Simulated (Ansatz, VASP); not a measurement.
**Be: VASP beside Ansatz**

Contents of INCAR:

```
PREC     = Accurate       # precision mode
ENCUT    = 520            # plane-wave cutoff, eV
EDIFF    = 1E-6           # SCF threshold, eV
ISMEAR   = 0              # smearing method
SIGMA    = 0.15           # smearing width, eV
LREAL    = F              # projectors in reciprocal space
LASPH    = T              # aspherical terms in the spheres
NELM     = 80             # most SCF steps
ALGO     = Normal         # electronic algorithm
ISIF     = 2              # what is computed and relaxed
LWAVE    = F              # write WAVECAR
LCHARG   = F              # write CHGCAR
GGA      = PS             # functional
NBANDS   = 9              # bands
```

Contents of KPOINTS:

```
Automatic mesh
0
Gamma
  24 24 14
```

File POSCAR:

```
Be
1.0
    2.1845268857      0.0000000000      0.0000000000
   -1.0922634429      1.8918557782      0.0000000000
    0.0000000000      0.0000000000      3.5108775000
Be
2
Direct
    0.3333333333      0.6666666667      0.2500000000
    0.6666666667      0.3333333333      0.7500000000
```

Input for Ansatz:

```yaml
crystal:
  lattice:
    - [2.1845268857, 0.0, 0.0]
    - [-1.0922634429, 1.8918557782, 0.0]
    - [0.0, 0.0, 3.5108775]
  atoms:
    - { symbol: Be, position: [0.3333333333, 0.6666666667, 0.25] }
    - { symbol: Be, position: [0.6666666667, 0.3333333333, 0.75] }
basis:
  ecutwfc: 420
kpoints:
  mp_grid: { grid: [24, 24, 14] }
hamiltonian:
  xc: pbesol
scf:
  occupations: { method: gaussian, width: 0.15 }
output:
  forces: true
  stress: true
  eigenvalues: true
```

Change from the starting cell: strain -0.050 along x and y, -0.025 along z, atoms carried along.

Alike in both runs: task single point; functional PBEsol; k mesh 24 × 24 × 14; occupations gaussian, width 0.15 eV; no spin polarisation.

```csv
,VASP,Ansatz
version,VASP 6.6.1,Ansatz 0.2.0
potentials or method,"VASP PAW PBE potentials, release 64 (Be)","scalar-relativistic, plane waves, PAW"
plane-wave cutoff (eV),520,420
valence electrons in the cell,4,4
```

```csv
,VASP,Ansatz,Ansatz less VASP
gap on the k mesh at the Fermi level (eV),none,none,-
pressure (GPa),11.2,10.7,-0.46
largest component of the traceless stress (GPa),4.76,4.80,+0.040
```

A gap of «none» marks a metal or a gap that the smearing closes.

Caveats: the PAW data sets were made with another functional, which shifts forces and pressure a little (VASP).
